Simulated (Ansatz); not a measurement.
## How settings move the G0W0 gap of BeTe (F-43m)

A 2-atom cell of BeTe started from a crystallographic database, relaxed with r2SCAN; one-shot G0W0 in Ansatz without spin-orbit coupling. Spin-unpolarised throughout; all numbers are computed.

```xyz
2
Lattice="0.0000 2.8286 2.8286 2.8286 0.0000 2.8286 2.8286 2.8286 0.0000" Properties=species:S:1:pos:R:3 pbc="T T T"
Be    0.0000    0.0000    0.0000
Te    1.4143    1.4143    1.4143
```

Gaps are read over the mesh points alone. G0W0 values are finite-basis, finite-mesh values.
```
 start       potentials      frequency model   mesh  empty bands  screening cutoff (eV)  Kohn-Sham gap (eV)  G0W0 gap (eV)        rough cost
   PBE              PAW  contour deformation  4×4×4           73                     80                2.01           2.67    7 core-seconds
   PBE              PAW  contour deformation  4×4×4          170                    140                2.01           2.82   27 core-seconds
   PBE              PAW  contour deformation  4×4×4          312                    210                2.01           2.88  100 core-seconds
 HSE06              PAW  contour deformation  4×4×4          170                    140                2.71           3.12   60 core-seconds
   LDA              PAW  contour deformation  4×4×4          170                    140                1.90           2.76   27 core-seconds
r2SCAN              PAW  contour deformation  4×4×4          170                    140                2.37           3.01   30 core-seconds
   PBE              PAW     Godby-Needs pole  4×4×4          170                    140                2.01           2.80   25 core-seconds
   PBE              PAW  contour deformation  6×6×6           73                     80                2.02           2.71   30 core-seconds
   PBE  norm-conserving  contour deformation  4×4×4          170                    140                2.01           2.79  100 core-seconds
```

Over the mesh points the PBE gap of 2.01 eV becomes a quasiparticle gap of 2.88 eV (Γ to X), a change of +0.87 eV. Renormalisation factors Z lie between 0.76 and 0.80.

Raising bands and cutoff together moves the gap by +0.15 eV (80 to 140 eV), then +0.06 eV (140 to 210 eV); the last step is still large, so the basis limit isn't reached. Starting from HSE06 (2.71 eV against PBE's 2.01 eV) gives 3.12 eV, +0.30 eV from G0W0@PBE at the same screening cutoff. Starting from LDA (1.90 eV against PBE's 2.01 eV) gives 2.76 eV, -0.06 eV from G0W0@PBE at the same screening cutoff. Starting from r2SCAN (2.37 eV against PBE's 2.01 eV) gives 3.01 eV, +0.19 eV from G0W0@PBE at the same screening cutoff. The Godby-Needs plasmon pole differs from contour deformation by -0.02 eV. A 6×6×6 mesh in place of 4×4×4 changes the opening over PBE by +0.03 eV (the gap on the mesh by +0.04 eV). Norm-conserving potentials (wave cutoff 1800 eV against 420 eV) shift the quasiparticle gap by -0.03 eV and the PBE gap by 0.00 eV. r2SCAN runs take a wave cutoff of 500 eV.
